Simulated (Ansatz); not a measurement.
# Si: an axial (c/a) deformation path

One table from this session's results is given with a row withheld; the runs are named, their logs left out.

Program: Ansatz 0.2.0. Level of theory: DFT PBEsol, scalar-relativistic, plane waves, PAW. These are calculated values, not measurements.

**The system as given**

It takes space group P6/mmm (No. 191, hexagonal). Conventional cell: a = 2.621 Å, b = 2.621 Å, c = 2.466 Å, α = 90.00°, β = 90.00°, γ = 120.00°. Around Si (site symmetry 6/mmm) lie 8 Si at 2.47 to 2.62 Å.

As a file:

```xyz
1
Lattice="2.6205 0.0000 0.0000 -1.3103 2.2695 0.0000 0.0000 0.0000 2.4664" Properties=species:S:1:pos:R:3 pbc="T T T"
Si    0.0000    0.0000    0.0000
```

It goes back to an entry of the Materials Project, which need not be the stable form.

The cell is taken as given, not relaxed at this level.

Set-up of the first run:

input.yaml

```yaml
crystal:
  lattice:
    - [2.6205428149, 0.0, 0.0]
    - [-1.3102714075, 2.2694566494, 0.0]
    - [0.0, 0.0, 2.46635439]
  atoms:
    - { symbol: Si, position: [0.0, 0.0, 0.0] }
basis:
  ecutwfc: 420
kpoints:
  mp_grid: { grid: [24, 24, 22] }
hamiltonian:
  xc: pbesol
scf:
  occupations: { method: gaussian, width: 0.15 }
output:
  forces: true
  stress: true
  eigenvalues: true
```

Among the steps run: The undisturbed cell; Point ρ = 0.850; ρ = 1.200; At ρ = 0.920; Point ρ = 1.100; ρ = 0.960; At ρ = 1.050; Point ρ = 0.800; ρ = 1.300.

One of the session's tables, all rows but one given; the rest of the session is left out.

The scan, with free energies counted from the undisturbed cell:

| ρ | ΔE (meV/atom) | pressure (GPa) |
| --- | --- | --- |
| 0.800 | 504.2 | 16.8 |
| 0.850 | 236.6 | 9.0 |
| 0.920 | ? | ? |
| 0.960 | 11.2 | 1.4 |
| 1.000 | 0.0 | 0.7 |
| 1.050 | 18.8 | 0.7 |
| 1.100 | 70.1 | 1.5 |
| 1.200 | 224.4 | 5.3 |
| 1.300 | 413.4 | 10.7 |

Estimate the missing values for ρ = 0.920.

Worked estimate for «ΔE (meV/atom)». A straight line through the neighbours (0.850, 236.6) and (0.960, 11.2) gives 236.6 + (11.2 − 236.6) × (0.920 − 0.850) / (0.960 − 0.850) = 93.2; a parabola fitted to 4 rows on both sides gives 41.2.

The run gave: ΔE (meV/atom): 52.9; pressure (GPa): 3.1. In «ΔE (meV/atom)» the line misses by +40.3 and the parabola by -11.7.
